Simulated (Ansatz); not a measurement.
Input of an Ansatz 0.2.0 run:

Contents of input.yaml:

```yaml
crystal:
  lattice:
    - [3.4762295762, 0.0, 0.0]
    - [-1.7381147881, 3.0105031223, 0.0]
    - [0.0, 0.0, 4.148076]
  atoms:
    - { symbol: Cd, position: [0.0, 0.0, 0.0] }
    - { symbol: O, position: [0.3333333333, 0.6666666667, 0.244219] }
    - { symbol: O, position: [0.6666666667, 0.3333333333, 0.755781] }
hamiltonian:
  xc: pbesol
  pseudopotentials: { kind: paw }
kpoints:
  mp_grid: { grid: [7, 7, 5] }
scf:
  occupations: { method: fermi_dirac, width: 0.05 }
output:
  forces: true
  stress: true
elastic:
  mode: clamped_ion
  stencil: two_point
```

Potentials or basis: Ansatz PAW.

Launch:

```bash
$ ansatz run input.yaml --threads 2 --pin off --max-ram 5632MiB --backend cpu --events-out ev --progress --plain --runs-dir out
```

(1) Predict the Voigt bulk modulus.

(2) Estimate the largest force.

(3) What does it give for the pressure?

(4) Predict the band gap on the k mesh.

## Answers

(1) 60 GPa.

(2) 0.308 eV/Å.

(3) -10.5 GPa.

(4) none (metal or under the smearing width).

Caveat: the cell is more than 3 GPa from zero pressure, which shifts response properties; the elastic tensor has a negative eigenvalue, so either the cell is unstable as it stands or the mesh is too thin; the pressure holds a Pulay correction of +0.6 GPa for the finite cutoff; the PAW data sets come from PBE, with cores solved anew for the run's functional, which leaves a small shift of forces and pressure.
